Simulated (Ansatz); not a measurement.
## How the band gap moves from PBE to PBEsol, PBE0

Computed band gap (eV) at each level. Gaps hold for the cell as given (a database cell, not always the measured one). They are the smaller of the mesh's gap and, where one was run, the band path's. † marks indirect gaps read on the mesh alone; where an edge lies between its points they come out too high, by up to a few tenths of an eV. Brackets give the space group and the cell's volume in Å³ per atom. Not every cell is the stable form of its formula. Spin polarisation and spin-orbit coupling are off unless named.

- PBE: Ansatz (all-electron LAPW, scalar-relativistic); k meshes of 343 to 1331 points
- PBEsol: Ansatz (all-electron LAPW, scalar-relativistic); k meshes of 343 to 1331 points
- PBE0: Ansatz (PAW datasets made for the crystal); cutoffs 290 to 580 eV; k meshes of 64 to 1000 points

| crystal | PBE | PBEsol | PBE0 |
| --- | --- | --- | --- |
| BN (F-43m; 5.96) | 4.46† | 4.28† | 6.53† |
| CdSe (F-43m; 28.94) | 0.55 | 0.43 | 2.14 |
| GaAs (F-43m; 22.59) | 0.52 | 0.45 | 2.02 |
| MgO (Fm-3m; 9.22) | 4.86 | 4.76 | 7.36 |
| CdS (F-43m; 24.81) | 1.15 | 1.00 | 2.81 |
| PbTe (Fm-3m; 33.73) | 0.73 | 0.66 | 1.65 |

Task: How do the values move from PBE?

Result: PBEsol lies below PBE in 6 of 6 crystals, with a median shift of -0.11 eV (-0.18 eV for BN to -0.07 eV for PbTe); a straight line gives PBEsol ≈ 0.99 × PBE - 0.10 eV with a scatter of 0.04 eV. PBE0 lies above PBE in 6 of 6 crystals, with a median shift of +1.63 eV (+0.92 eV for PbTe to +2.50 eV for MgO); a straight line gives PBE0 ≈ 1.22 × PBE + 1.25 eV with a scatter of 0.25 eV. The figures use the values as printed. No column holds spin-orbit coupling, which bears on the band edges of CdSe, GaAs, PbTe and lowers the gaps of lead salts by tenths of an eV. Exact exchange on meshes of this size isn't fully converged. Columns can differ in potentials, basis sets, cutoffs, meshes, task and smearing within a row, which adds scatter of its own. Where several set-ups ran one level, the entry is one near their median; a run lay far from it for GaAs, BN, PbTe, MgO.

Exact exchange opens every gap, whereas moving from PBE to PBEsol narrows each one slightly. Since both semilocal functionals are applied to the same cell, the narrowing reflects PBEsol's weaker gradient correction to exchange, not a change in lattice constant.

PBE0 lowers occupied states relative to empty ones, most strongly in MgO, where the gap separates compact O p states from cation-derived states. The shift doesn't simply follow the PBE gap: PbTe starts above GaAs and CdSe yet moves least, probably because both of its edges have strong p character and are spatially extended.

A fixed fraction of unscreened exchange cannot adapt to the dielectric response. This is why PBE0 still falls short of the measured gap in MgO but overshoots in GaAs. In PbTe even PBE lies above experiment, as expected when the spin-orbit lowering of the Pb p conduction edge is missing, so opening the gap further is no improvement there. The linear fit to PBE0 is therefore a summary of this set, not a transferable correction.
